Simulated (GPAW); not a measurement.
Runs of GPAW 26.7.0 on BeTe. Symmetry: F-43m, No. 216, cubic system. The conventional cell has a = 5.540 Å, b = 5.540 Å, c = 5.540 Å, α = 90.00°, β = 90.00°, γ = 90.00°. Te (site symmetry -43m) is surrounded by 4 Be at 2.40 Å. Be (site symmetry -43m) is surrounded by 4 Te at 2.40 Å. 

| task | level | k mesh | smearing | maxiter | exx fraction | convergence | mesh quality | gap on the mesh (eV) |
| --- | --- | --- | --- | --- | --- | --- | --- | --- |
| hybrid scf | r2SCAN-X | 3 × 3 × 3 | fermi-dirac 0.001 eV | 40 | 0.1 | - | coarse | (b) |
| hybrid scf | r2SCAN-X | 3 × 3 × 3 | fermi-dirac 0.001 eV | 40 | 0.25 | - | coarse | 3.83 |
| hybrid scf | r2SCAN-X | 3 × 3 × 3 | fermi-dirac 0.001 eV | 40 | 0.05 | - | coarse | 2.77 |
| single point | PBE | 7 × 7 × 7 | fermi-dirac 0.05 eV | 120 | - | default | not flagged | (a) |
| hybrid scf | r2SCAN-X | 3 × 3 × 3 | fermi-dirac 0.001 eV | 40 | 0.4 | - | coarse | 4.63 |

Alike in all rows: potentials or basis GPAW PAW data sets (gpaw-data 1.2.1), pw; no spin polarisation; cell as given; cutoff (eV) 600.

Problem. Estimate the missing entries.

Solution. (a) 1.92; (b) 3.03.

Caveats: some runs use coarse meshes; spin-orbit coupling is left out, which moves the levels of the heavy elements; an odd mesh through Γ misses points on the zone boundary, where band edges often lie; the scaled meta-GGA exchange is a class typed in the script (some runs).

A k mesh can miss the band edges, and the runs leave out spin-orbit coupling on Te.
